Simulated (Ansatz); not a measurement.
# BP: the cost of one run

Program: Ansatz 0.2.0. Level of theory: DFT PBE, scalar-relativistic, plane waves, PAW. These are calculated values, not measurements.

### 1 Starting point

Symmetry: P6_222, No. 180, hexagonal system. The conventional cell has a = 3.068 Å, b = 3.068 Å, c = 6.720 Å, α = 90.00°, β = 90.00°, γ = 120.00°. B (site symmetry 222) is surrounded by 4 P at 1.90 Å. P (site symmetry 222) has 4 B at 1.90 Å as nearest neighbours.

Structure file:

```
B P
1.0
     3.06839    0.00000    0.00000
    -1.53419    2.65730    0.00000
     0.00000    0.00000    6.71987
B P
3 3
Direct
  0.00000 0.50000 0.16667
  0.50000 0.50000 0.83333
  0.50000 0.00000 0.50000
  0.50000 0.50000 0.33333
  0.50000 0.00000 0.00000
  0.00000 0.50000 0.66667
```

A structure generator made this guess: 4-connected net, two elements alternating (P6_222, No. 180). The dimensions are guesses.

### 2 A first look at the guess

The input, input.yaml:

```yaml
crystal:
  lattice:
    - [3.06838718, 0.0, 0.0]
    - [-1.53419359, 2.65730125, 0.0]
    - [0.0, 0.0, 6.71986681]
  atoms:
    - { symbol: B, position: [0.0, 0.5, 0.16666667] }
    - { symbol: B, position: [0.5, 0.5, 0.83333333] }
    - { symbol: B, position: [0.5, 0.0, 0.5] }
    - { symbol: P, position: [0.5, 0.5, 0.33333333] }
    - { symbol: P, position: [0.5, 0.0, 0.0] }
    - { symbol: P, position: [0.0, 0.5, 0.66666667] }
basis:
  ecutwfc: 420
kpoints:
  mp_grid: { grid: [6, 6, 4] }
hamiltonian:
  xc: pbe
scf:
  occupations: { method: gaussian, width: 0.1 }
  lower_state_search: "off"
output:
  forces: true
  stress: true
  eigenvalues: true
```

On the command line:

```console
ansatz run input.yaml --threads 1 --pin off --max-ram 2560MiB --backend cpu --events-out ev --progress --plain --runs-dir out
```

**Question.** How long does this run take on 1 thread of Arm Neoverse V1, shared host, and how much memory does it need?

About 2.5 s, with a peak of 0.3 GiB.
